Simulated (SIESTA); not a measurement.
The system is CO2.

```
O C
1.0
    -1.97473    1.97473    3.01406
     1.97473   -1.97473    3.01406
     1.97473    1.97473   -3.01406
O C
4 2
Direct
  0.87500 0.95980 0.58480
  0.37500 0.29020 0.41520
  0.04020 0.62500 0.91520
  0.70980 0.12500 0.08480
  0.00000 0.00000 0.00000
  0.75000 0.25000 0.50000
```

The cell comes from a database or a generator and needn't be the stable form of this composition.

Base run:

* Program: SIESTA 5.4.2
* Functional: LDA
* Potentials or basis: PseudoDojo 0.4 standard (LDA files)
* Basis: DZP (energy shift 0.003 Ry)
* Grid cutoff: 800 Ry
* Energy shift: 0.003 Ry
* k mesh: 9 × 9 × 9
* Occupations: fermi-dirac, width 0.05 eV
* Spin: no spin polarisation

Its results: band gap on the k mesh 7.39 eV, indirect (least direct gap 7.87 eV); pressure -9.5 GPa; largest force 0.011 eV/Å.

The run is repeated on the same cell with these changes: functional from LDA to PBEsol; potentials or basis from PseudoDojo 0.4 standard (LDA files) to PseudoDojo 0.4 standard (PBEsol files). What comes out?

Band gap on the k mesh 7.50 eV, indirect (least direct gap 7.96 eV); pressure -2.7 GPa; largest force 0.283 eV/Å.

Caveats: the basis of atomic orbitals isn't converged, which shifts pressures, moduli and gaps.
